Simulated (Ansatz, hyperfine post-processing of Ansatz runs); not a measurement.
## 17O NMR of paramagnetic MnO2

Aim: the shifts that the unpaired electrons of Mn give to the NMR lines of 17O in MnO2 at 298 K.

Program: Ansatz 0.2.0. Level of theory: DFT, PBEsol+U, plane-wave PAW, default files (PAW set soft_2), collinear spin, scalar-relativistic. Results are calculated unless marked as measured.

**1. Set-up**

Symmetry: P-3m1, No. 164, trigonal system. The conventional cell has a = 2.857 Å, b = 2.857 Å, c = 4.601 Å, α = 90.00°, β = 90.00°, γ = 120.00°. Nearest to Mn lie 6 O at 1.91 Å. Nearest to O lie 3 Mn at 1.91 Å. Farther neighbours and most contacts between anions are not listed.

The cell is a computed entry of the Materials Project; it need not be the form that is stable at ambient conditions. The run's cell holds 6 atoms, a multiple of the primitive cell, so that one ion can be reversed against another. The atoms were relaxed beforehand at this level of theory at fixed cell, with all moments parallel.

**2. Saturated spin state**

The hyperfine field is read from the state with all Mn moments parallel, which stands for the saturated paramagnet. A Hubbard U holds the open shell closer to the ion than the plain functional does, which changes how much spin reaches the ligands.

input.yaml

```yaml
crystal:
  lattice:
    - [2.85657818, 0.0, 0.0]
    - [-2.85657818, 4.94773854, 0.0]
    - [0.0, 0.0, 4.60137406]
  atoms:
    - { symbol: Mn, position: [0.0, 0.0, 0.5], spin: 3.0 }
    - { symbol: Mn, position: [0.0, 0.5, 0.5], spin: 3.0 }
    - { symbol: O, position: [0.333333285, 0.333333285, 0.707346836] }
    - { symbol: O, position: [0.333333285, 0.833333285, 0.707346836] }
    - { symbol: O, position: [0.666666715, 0.166666715, 0.292653164] }
    - { symbol: O, position: [0.666666715, 0.666666715, 0.292653164] }
magnetization:
  spin_polarized: true
kpoints:
  mp_grid: { grid: [9, 9, 5] }
scf:
  lower_state_search: "off"
  occupations: { method: fermi_dirac, width: 0.02 }
hamiltonian:
  xc: pbesol
  hubbard: [{ species: Mn, l: d, u_eff: 3.9 }]
output:
  efg:
    contact_densities: true
    quadrupole_moments_barn: { Mn: 0.33, O: -0.02558 }
  forces: false
  write_density: true
  write_potential: true
  elf: true
  volumetric_format: npy
```

The run is started by

```
ansatz run input.yaml --threads 4 --pin off --max-ram 8192MiB --backend cpu --events-out ev --progress --plain --runs-dir out
```

Numbers of over 12 decimals in the logs are rounded to 6 here.

Log:

```text
[a pick of lines, long numbers rounded; other set-up, energy and force rows are left out]
Functional definition: PBEsol
Crystal: 6 atoms, lattice volume = 65.034 Å³
Basis set: ecut = 420 eV, 1271 PW (Γ)
Symmetry: 8 space group operations
Magnetic group: BNS 164.85 (UNI 1315), of the structure as read, at distance tolerance 4.0e-5 Å
k-points: 115 of 405
Functional: x = pbesol(κ = 0.804, μ = 0.123457), c = pbesol(β = 0.046)
SCF iter   1: F=—  HF=-9978.766541 eV  |F-HF|=—  |Δ(HF+E_count)|=         —  Δρ=1.53e-1 (↑1.53e-1 ↓1.05e-1)  dr2=4.67e1  dr2_m=5.96e-1  M=5.702 μB ∫|m|=6.074 μB  β_m=0.30  ethr=3.10e-3  ⟨swp⟩=6.5  Hψ=32446  notcnv=0
preconditioner: auto → Kerker (q_TF=auto, 2.645 Å⁻¹)  [metal: Δε(μ)=0.005 eV  Ē_g=10.506 eV  σ=0.020 eV  W_gap=0.06  n_scr=20 (ndim 8)  ℏωp=28.4 eV  f_vac=0.089  D(μ)=2.58/eV (n_scr^D=20)]
SCF iter   2: F=—  HF=-9975.022765 eV  |F-HF|=—  |Δ(HF+E_count)|=    3.74e0  Δρ=7.08e-2 (↑4.08e-2 ↓7.08e-2)  dr2=3.49e0  dr2_m=8.58e-1  M=6.000 μB ∫|m|=6.976 μB  β_m=0.30  ethr=3.10e-3  ⟨swp⟩=3.1  Hψ=19678  notcnv=0  defer=444
preconditioner: auto → Resta (q_TF=auto, 2.645 Å⁻¹)  ε∞=7.1  [insulator: Δε(μ)=1.229 eV  Ē_g=11.530 eV  σ=0.020 eV  W_gap=1.00  n_scr=20 (ndim 8)  ℏωp=28.4 eV  f_vac=0.060  D(μ)=0.00/eV (n_scr^D=0)  ε∞_Penn≈7.1]
SCF iter   3: F=—  HF=-9975.150095 eV  |F-HF|=—  |Δ(HF+E_count)|=   1.27e-1  Δρ=3.54e-2 (↑3.44e-2 ↓3.54e-2)  dr2=1.20e0  dr2_m=5.39e-1  M=6.000 μB ∫|m|=7.014 μB  β_m=0.43  ethr=3.10e-3  ⟨swp⟩=3.4  Hψ=16586  notcnv=0  defer=456
SCF iter   4: F=—  HF=-9975.493963 eV  |F-HF|=—  |Δ(HF+E_count)|=   3.44e-1  Δρ=2.67e-2 (↑1.64e-2 ↓2.67e-2)  dr2=6.98e-1  dr2_m=1.04e-1  M=6.000 μB ∫|m|=7.012 μB  β_m=0.54  ethr=2.22e-3  ⟨swp⟩=2.6  Hψ=11595  notcnv=0  defer=456
SCF iter   5: F=—  HF=-9975.587991 eV  |F-HF|=—  |Δ(HF+E_count)|=   9.40e-2  Δρ=6.39e-3 (↑6.39e-3 ↓3.31e-3)  dr2=5.45e-2  dr2_m=4.48e-3  M=6.000 μB ∫|m|=7.000 μB  β_m=0.77  ethr=1.29e-3  ⟨swp⟩=3.0  Hψ=15126  notcnv=0  defer=456
SCF iter   6: F=—  HF=-9975.596571 eV  |F-HF|=—  |Δ(HF+E_count)|=   8.58e-3  Δρ=2.57e-3 (↑1.66e-3 ↓2.57e-3)  dr2=1.39e-2  dr2_m=1.99e-4  M=6.000 μB ∫|m|=6.948 μB  β_m=0.88  ethr=1.01e-4  ⟨swp⟩=2.3  Hψ=13236  notcnv=0  defer=456
SCF iter   7: F=—  HF=-9975.598266 eV  |F-HF|=—  |Δ(HF+E_count)|=   1.69e-3  Δρ=6.76e-4 (↑6.01e-4 ↓6.76e-4)  dr2=1.30e-3  dr2_m=3.03e-5  M=6.000 μB ∫|m|=6.928 μB  β_m=0.86  ethr=2.58e-5  ⟨swp⟩=2.5  Hψ=12559  notcnv=0  defer=456
SCF iter   8: F=—  HF=-9975.598522 eV  |F-HF|=—  |Δ(HF+E_count)|=   2.57e-4  Δρ=3.63e-4 (↑3.63e-4 ↓1.67e-4)  dr2=8.15e-5  dr2_m=2.56e-5  M=6.000 μB ∫|m|=6.916 μB  β_m=0.90  ethr=2.40e-6  ⟨swp⟩=2.2  Hψ=13743  notcnv=0  defer=456
SCF iter   9: F=—  HF=-9975.598596 eV  |F-HF|=—  |Δ(HF+E_count)|=   7.32e-5  Δρ=1.87e-4 (↑1.87e-4 ↓9.97e-5)  dr2=4.07e-5  dr2_m=1.33e-6  M=6.000 μB ∫|m|=6.911 μB  β_m=0.95  ethr=1.51e-7  ⟨swp⟩=2.0  Hψ=11698  notcnv=0  defer=456
SCF iter  10: F=—  HF=-9975.598596 eV  |F-HF|=—  |Δ(HF+E_count)|=   1.52e-7  Δρ=2.25e-5 (↑1.47e-5 ↓2.25e-5)  dr2=4.69e-7  dr2_m=5.91e-8  M=6.000 μB ∫|m|=6.910 μB  β_m=0.97  ethr=7.54e-8  ⟨swp⟩=2.3  Hψ=12706  notcnv=0  defer=456
SCF iter  11: F=—  HF=-9975.598596 eV  |F-HF|=—  |Δ(HF+E_count)|=   3.80e-7  Δρ=1.11e-5 (↑1.11e-5 ↓3.61e-6)  dr2=1.19e-7  dr2_m=9.94e-9  M=6.000 μB ∫|m|=6.910 μB  β_m=0.99  ethr=1.85e-10  ⟨swp⟩=10.1  Hψ=29521  notcnv=0
SCF iter  12: F=-9975.598596 eV  HF=-9975.598596 eV  |F-HF|=2.07e-9  |Δ(HF+E_count)|=   1.15e-9  Δρ=2.55e-6 (↑6.59e-7 ↓2.55e-6)  dr2=4.16e-9  dr2_m=8.51e-10  M=6.000 μB ∫|m|=6.910 μB  ethr=1.85e-10  ⟨swp⟩=2.5  Hψ=17705  notcnv=0
SCF 1 converged in 12 iterations: F = -9975.598596 eV  dr2 = 4.16e-9
SCF converged after 12 iterations
Magnetization: 6.0000 μB (30.0000 up, 24.0000 down)
Absolute magnetization: 6.9135 μB (∫|ρ↑−ρ↓|, with the PAW one-centre terms)
Per-site moments (μB) at R_I (Å): [(2.761879, 0.785949), (2.761879, 0.785949), (-0.097614, 0.785949), (-0.097614, 0.785949), (-0.097614, 0.785949), (-0.097614, 0.785949)]
Free energy (F): -9975.598596 eV
Fermi energy:    8.199313 eV
--- PAW observables at the nuclei: V_zz in 10²¹ V/m², potentials from the cell's mean, atoms counted from 1 ---
  atom   1  Mn V_zz =    +1.833047   η = 0.0005   by run symmetry: allowed   C_q = +14.6266 MHz
            electrostatic potential = -3025.511967 V   contact ρ = 87598.016242 e/Å³   contact ρ_s (e/Å³): all electrons -1.012770, valence +6.030839
  atom   2  Mn V_zz =    +1.833047   η = 0.0005   by run symmetry: allowed   C_q = +14.6266 MHz
            electrostatic potential = -3025.511967 V   contact ρ = 87598.016242 e/Å³   contact ρ_s (e/Å³): all electrons -1.012770, valence +6.030839
  atom   3  O  V_zz =    -3.023404   η = 0.0002   by run symmetry: allowed   C_q = +1.8700 MHz
            electrostatic potential = -622.095578 V   contact ρ = 2145.613988 e/Å³   contact ρ_s (e/Å³): all electrons +0.315663, valence +0.121984
  atom   4  O  V_zz =    -3.023404   η = 0.0002   by run symmetry: allowed   C_q = +1.8700 MHz
            electrostatic potential = -622.095578 V   contact ρ = 2145.613988 e/Å³   contact ρ_s (e/Å³): all electrons +0.315663, valence +0.121984
  atom   5  O  V_zz =    -3.023404   η = 0.0002   by run symmetry: allowed   C_q = +1.8700 MHz
            electrostatic potential = -622.095578 V   contact ρ = 2145.613988 e/Å³   contact ρ_s (e/Å³): all electrons +0.315663, valence +0.121984
  atom   6  O  V_zz =    -3.023404   η = 0.0002   by run symmetry: allowed   C_q = +1.8700 MHz
            electrostatic potential = -622.095578 V   contact ρ = 2145.613988 e/Å³   contact ρ_s (e/Å³): all electrons +0.315663, valence +0.121984
--- Band table (eV; the first three rows and the last of 230) ---
  k-point 0 ↑: bands = ["-73.8973", "-73.8791", "-42.8184", "-42.6926", "-42.6688", "-42.6555", "-42.6555", "-42.6419", "-11.5841", "-9.9213", "-9.6756", "-9.1565", "-0.0075", "0.5110", "1.3222", "1.3222", "2.2611", "2.5597", "3.4452", "3.5777", "3.5777", "4.0382", "4.6463", "5.0539", "5.6008", "5.8924", "6.4694", "6.6517", "6.6517", "6.9506", "9.7441", "10.4127", "10.5088", "10.5088", "14.8790", "17.9986"]
  k-point 1 ↑: bands = ["-73.8974", "-73.8791", "-42.8184", "-42.6926", "-42.6688", "-42.6555", "-42.6555", "-42.6419", "-11.5451", "-9.9356", "-9.6564", "-9.2280", "-0.0493", "0.6806", "1.3258", "1.3258", "2.2464", "2.6082", "3.3298", "3.5755", "3.5755", "4.0375", "4.6710", "5.0898", "5.6240", "6.0129", "6.1565", "6.6358", "6.6358", "6.9711", "9.7563", "10.3783", "10.5277", "10.5277", "15.3735", "17.9451"]
  k-point 2 ↑: bands = ["-73.8975", "-73.8790", "-42.8184", "-42.6926", "-42.6689", "-42.6555", "-42.6555", "-42.6420", "-11.4774", "-9.9554", "-9.6287", "-9.3461", "-0.1156", "0.9834", "1.3317", "1.3317", "2.2229", "2.7416", "3.0989", "3.5720", "3.5720", "4.0364", "4.7049", "5.1464", "5.6448", "5.6658", "6.2246", "6.6104", "6.6104", "6.9784", "9.7654", "10.3219", "10.5581", "10.5581", "16.5046", "17.5416"]
  k-point 114 ↓: bands = ["-70.3512", "-70.3475", "-39.4157", "-39.4086", "-39.3574", "-39.3238", "-39.0749", "-39.0689", "-10.1387", "-9.8307", "-9.6935", "-9.6437", "2.5385", "2.6415", "2.7005", "2.7275", "3.5689", "3.8111", "4.6267", "4.6383", "5.0340", "5.2135", "5.7295", "6.2757", "10.5662", "10.6902", "10.8603", "10.8658", "10.9014", "11.0122", "11.8214", "11.9883", "12.0906", "12.0952", "19.3573", "20.1741"]
Occupation matrices written to <dir>
```

The job ended after 10 s (4 threads of Arm Neoverse V2, shared host; peak memory 0.74 GiB).

The cell holds 6.00 μB on 2 Mn, so S = 1.50. The contact field is B = (2μ₀/3) μB ρ_s, 7.769 T for 1 e/Å³, and A_iso = γB/(2πS) sums over all ions. The valence part leaves out the polarisation of the shells that the files keep in the core (H has none; for Li and Na most or all inner electrons count as valence):

| site | atom | atoms in cell | links to Mn | field (T) | valence part (T) | A_iso (MHz) |
| --- | --- | --- | --- | --- | --- | --- |
| O | 3 | 4 | bonded to 3 Mn at 1.91 Å | 2.45 | 0.948 | -9.44 |

Spin density in the bc plane at fractional x = 0.000, with atoms of Mn within 0.2 Å of it.

Values in e/Å³, 12 rows by 16 columns, each cell a mean:
```
0.0 0.0 0.0 0.0 0.0 0.0 0.0 0.0 0.0 0.0 0.0 0.0 0.0 0.0 0.0 0.0
0.0 0.0 0.0 0.0 0.0 0.0 0.0 0.0 0.0 0.0 0.0 0.0 0.0 0.0 0.0 0.0
0.0 0.0 0.0 0.0 0.0 0.0 0.0 0.0 0.0 0.0 0.0 0.0 0.0 0.0 0.0 0.0
0.3 0.2 0.0 0.0 0.0 0.0 0.1 0.2 0.3 0.2 0.0 0.0 0.0 0.0 0.1 0.2
2.1 0.7 0.2 0.0 0.0 0.1 0.3 1.4 2.0 0.8 0.1 0.0 0.0 0.1 0.3 1.3
5.6 2.1 0.4 0.0 0.0 0.1 0.9 3.8 5.4 2.2 0.3 0.0 0.0 0.1 0.8 3.7
3.9 1.4 0.3 0.0 0.0 0.1 0.6 2.6 3.8 1.5 0.2 0.0 0.0 0.1 0.6 2.5
0.9 0.3 0.1 0.0 0.0 0.0 0.2 0.6 0.8 0.4 0.1 0.0 0.0 0.0 0.2 0.6
0.1 0.1 0.0 0.0 0.0 0.0 0.0 0.1 0.1 0.1 0.0 0.0 0.0 0.0 0.0 0.1
0.0 0.0 0.0 0.0 0.0 0.0 0.0 0.0 0.0 0.0 0.0 0.0 0.0 0.0 0.0 0.0
0.0 0.0 0.0 0.0 0.0 0.0 0.0 0.0 0.0 0.0 0.0 0.0 0.0 0.0 0.0 0.0
0.0 0.0 0.0 0.0 0.0 0.0 0.0 0.0 0.0 0.0 0.0 0.0 0.0 0.0 0.0 0.0
```
Columns run along b (5.7 Å), rows up along c (4.6 Å). Atoms in or near the plane, at fractional coordinates: Mn at (0.00, 0.50), Mn at (0.50, 0.50).

**3. One ion reversed at a time**

Above the ordering point the moments are not free: their couplings set the Weiss constant, which scales every shift. Reversing one ion measures these couplings, and shows at once how much of each shift that ion sends.

input.yaml, the sections that differ from step 2:

```yaml
crystal:
  lattice:
    - [2.85657818, 0.0, 0.0]
    - [-2.85657818, 4.94773854, 0.0]
    - [0.0, 0.0, 4.60137406]
  atoms:
    - { symbol: Mn, position: [0.0, 0.0, 0.5], spin: -2.8 }
    - { symbol: Mn, position: [0.0, 0.5, 0.5], spin: 2.8 }
    - { symbol: O, position: [0.333333285, 0.333333285, 0.707346836] }
    - { symbol: O, position: [0.333333285, 0.833333285, 0.707346836] }
    - { symbol: O, position: [0.666666715, 0.166666715, 0.292653164] }
    - { symbol: O, position: [0.666666715, 0.666666715, 0.292653164] }
output:
  efg:
    contact_densities: true
    quadrupole_moments_barn: { Mn: 0.33, O: -0.02558 }
  forces: false
# magnetization, kpoints, scf, hamiltonian: as in step 2
```

Log:

```text
[a pick of lines, long numbers rounded; other set-up, energy and force rows are left out]
[...]
atom   1  Mn V_zz =    +1.451333   η = 0.3896   by run symmetry: allowed   C_q = +11.5807 MHz
[...]
atom   2  Mn V_zz =    +1.451333   η = 0.3896   by run symmetry: allowed   C_q = +11.5807 MHz
[...]
atom   3  O  V_zz =    -3.387360   η = 0.0272   by run symmetry: allowed   C_q = +2.0952 MHz
[...]
atom   4  O  V_zz =    -3.387360   η = 0.0272   by run symmetry: allowed   C_q = +2.0952 MHz
[...]
atom   5  O  V_zz =    -3.387360   η = 0.0272   by run symmetry: allowed   C_q = +2.0952 MHz
[...]
atom   6  O  V_zz =    -3.387360   η = 0.0272   by run symmetry: allowed   C_q = +2.0952 MHz
[...]
Occupation matrices written to <dir>
```

The job ended after 9.2 s (4 threads; peak memory 0.71 GiB).

The parallel state has -9975.5986 eV at zero smearing. Each flip reverses one ion with all its periodic images. It gives an energy and, by half the change of the contact field, the share of that set of ions in each shift at 298 K (ppm; atoms of one site can get unlike shares):

| atom reversed | energy (eV) | change (meV) | O |
| --- | --- | --- | --- |
| Mn1 | -9975.4850 | 113.6 | 3160 / 6050 |

In mean-field theory Θ = ΔE (S + 1) / (6 S k_B): Θ = 366 K. Couplings between an ion and its own images are missing, and in this cell images lie no farther than 1.2 times the shortest distance between magnetic ions, so couplings that may matter are lost and this Θ is not relied on. Θ = 0 is used for the shifts.

**4. The ladder of functionals**

Spin transfer to the ligands hangs on how far the functional delocalises the open shell, so other levels show how much the fields depend on it.

Contact fields (T) with all moments parallel; times on 4 threads of Arm Neoverse V2, shared host. PBE0 ran on a 6×6×4 mesh, against 9×9×5 for the first row. Each level takes the cutoff that its files ask for.

| level | moment (μB) | time | O |
| --- | --- | --- | --- |
| PBEsol +U Mn 3.9 eV | 6.00 | 10 s | 2.45 |
| LDA +U Mn 3.9 eV | 6.00 | 9.2 s | 2.27 |
| r2SCAN +U Mn 2.5 eV | 6.00 | 26 s | 2.82 |
| PBE0 | 6.00 | 61 s | 2.13 |

**5. From fields to shifts**

The shift is δ = B · g μB (S + 1) / (3 k_B (T − Θ)) with g = 2; at 298 K and Θ = 0 K one tesla gives 3757 ppm. The anisotropy is a sum over point dipoles on the Mn ions, scaled alike; on atoms bound to Mn, spin in their own p shell adds an anisotropy that this leaves out.

| site | nucleus | δ_iso (ppm) | reduced anisotropy (ppm) | asymmetry |
| --- | --- | --- | --- | --- |
| O | 17O | 9210 | -1320 | 0.00 |

The reduced anisotropy is δ_zz − δ_iso, with zz the principal value farthest from δ_iso. The Weiss constant adds its own doubt: exchange couplings from semilocal functionals with a U can miss even their sign, and a Θ lower by 100 K would lower every shift by 25 %.

**6. Results**

```yaml
spin_of_mn: 1.50
weiss_constant_mean_field_rough_not_used: 366 K
17o_contact_shift_at_298_k_theta_0_k: 9210 ppm
```

In words: At 298 K the Mn moments shift 17O on O by 9210 ppm, scaled with a pure Curie law. No measured Weiss constant is at hand, and the one from single flips is too rough to scale with, so the shifts are given for a pure Curie law; the couplings found are strong, so their size is uncertain by a factor of two or more. The flip reverses only 4 of the 6 nearest couplings; if all are alike and farther ones are small, Θ would be near 549 K, too near or above this temperature for the scaling to hold. Over the levels shown that keep the moment, the field at O runs from 2.13 T (PBE0) to 2.82 T (r2SCAN +U Mn 2.5 eV). 2 further runs of this session (trial settings, or flips that did not finish) are not shown. All this holds only well above the ordering temperature and the strongest exchange, neither of which is computed. The orbital (chemical) shift and the pseudocontact shift from g anisotropy are not included. Couplings this strong may order the moments above this temperature, where no paramagnetic shift is seen. For anions bound to the magnetic ion the point-dipole anisotropy lacks the spin in their own p orbitals, and their lines are broad and relax fast. On O total and valence fields differ by over a quarter of the total (by up to 0.61 times the total); that core part hangs on the functional and on the program's treatment of the cores, and where it exceeds the total neither size nor sign of the shift is settled. The dipole sum is for a spherical crystallite; bulk susceptibility, which broadens real lines, and quadrupolar couplings are left out.

[Logs are printed without paths, hosts, clocks, repeated set-up lines and the standing remarks that a program may print on its own settings, such as how far it seeks lower states.]

[Hosts, paths, dates, database ids (printed as entryN), source tags and the programs' standing remarks are cut or masked in the printed files.]
